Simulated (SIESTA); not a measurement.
HfC: band structure with PBE

The system is HfC.

```
Hf C
1.0
     0.00000    2.32500    2.32500
     2.32500    0.00000    2.32500
     2.32500    2.32500    0.00000
Hf C
1 1
Direct
  0.50000 0.50000 0.50000
  0.00000 0.00000 0.00000
```

```yaml
Program: SIESTA 5.4.2
Task: band structure
Functional: PBE
Potentials_or_basis: PseudoDojo 0.4 standard (PBE files)
Basis: TZP (energy shift 0.002 Ry)
Grid_cutoff: 800 Ry
Energy_shift: 0.002 Ry
k_mesh: 10 × 10 × 10
Occupations: fermi-dirac, width 0.05 eV
Spin: no spin polarisation
```

| Property | Result |
| --- | --- |
| Pressure | 1.5 GPa |
| Band gap on the k mesh | none (metal or under the smearing width) |

Levels at the corners of the path, in eV from the Fermi level:
| point | band 6 | band 7 | band 8 | band 9 | band 10 | band 11 |
| --- | --- | --- | --- | --- | --- | --- |
| Γ | 1.10 | 1.10 | 1.10 | 1.25 | 1.25 | 1.25 |
| X | -2.72 | -1.91 | -0.09 | -0.09 | 5.17 | 6.59 |
| W | -3.09 | -2.84 | -2.84 | 3.62 | 3.62 | 6.60 |
| K | -3.63 | -2.86 | -1.74 | 1.52 | 5.66 | 6.08 |
| Γ | 1.10 | 1.10 | 1.10 | 1.25 | 1.25 | 1.25 |
| L | -6.28 | -3.13 | -3.13 | 5.18 | 5.18 | 5.67 |
| U | -3.63 | -2.86 | -1.74 | 1.52 | 5.66 | 6.08 |
| W | -3.09 | -2.84 | -2.84 | 3.62 | 3.62 | 6.60 |
| L | -6.28 | -3.13 | -3.13 | 5.18 | 5.18 | 5.67 |
| K | -3.63 | -2.86 | -1.74 | 1.52 | 5.66 | 6.08 |
| U | -3.63 | -2.86 | -1.74 | 1.52 | 5.66 | 6.08 |
| X | -2.72 | -1.91 | -0.09 | -0.09 | 5.17 | 6.59 |

It took 2.8 min on 1 thread of Arm Neoverse V1, with other jobs on the host, peak memory 0.36 GiB.

Caveat: semicore shells carry a single zeta, which can move pressures by several GPa and volumes by a few percent; spin-orbit coupling is left out, which moves the levels of the heavy elements; the basis of atomic orbitals isn't converged, which shifts pressures, moduli and gaps.
